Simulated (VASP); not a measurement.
Wanted: the native input for a VASP 6.6.1 run.

- Task: single point
- Functional: PBEsol
- Potentials or basis: VASP PAW PBE potentials, release 64 (Si, Ni)
- Cutoff: 520 eV
- k mesh: 14 × 14 × 14
- Occupations: gaussian, width 0.1 eV
- Spin: collinear spin, ferromagnetic start
- Starting moments: [0.0, 0.0, 1.0] μB
- Further INCAR settings: ALGO = Fast; EDIFF = 1e-06; NBANDS = 20

The structure of Si2Ni lies in POSCAR:

```
Si2Ni
1.0
    0.0000000000      2.6931550400      2.6931550400
    2.6931550400      0.0000000000      2.6931550400
    2.6931550400      2.6931550400      0.0000000000
Si Ni
2 1
Direct
    0.2500000000      0.2500000000      0.2500000000
    0.7500000000      0.7500000000      0.7500000000
    0.0000000000      0.0000000000      0.0000000000
```

The cell comes from a database or a generator and needn't be the stable form of this composition.

These files were run (other wordings do the same):

INCAR

```
ALGO = Fast
EDIFF = 1E-6
ENCUT = 520
GGA = PS
ISIF = 2
ISMEAR = 0
ISPIN = 2
LASPH = T
LCHARG = F
LMAXMIX = 4
LORBIT = 11
LREAL = F
LWAVE = F
MAGMOM = 0 0 1
NBANDS = 20
NELM = 100
PREC = Accurate
SIGMA = 0.1
```

KPOINTS

```
k-points
0
Gamma
  14 14 14
```

Potentials or basis: VASP PAW PBE potentials, release 64 (Si, Ni).

Command:

```sh
$ cat potpaw_PBE.64/Si/POTCAR potpaw_PBE.64/Ni/POTCAR > POTCAR
$ mpirun -np 1 vasp_std > vasp.out
```

Results of the run:

```
Pressure                                              : 0.6 GPa
Band gap on the k mesh                                : none (metal or under the smearing width)
Net moment                                            : 0.00 μB per cell
Valence electrons inside the program's atomic spheres : Si 1.59; Ni 9.86
```

Caveat: the PAW data sets were made with another functional, which shifts forces and pressure a little.

Wall time 2.3 min on 1 thread of Intel(R) Xeon(R) Platinum 8488C (Sapphire Rapids) (shared host), peak memory 0.25 GiB.
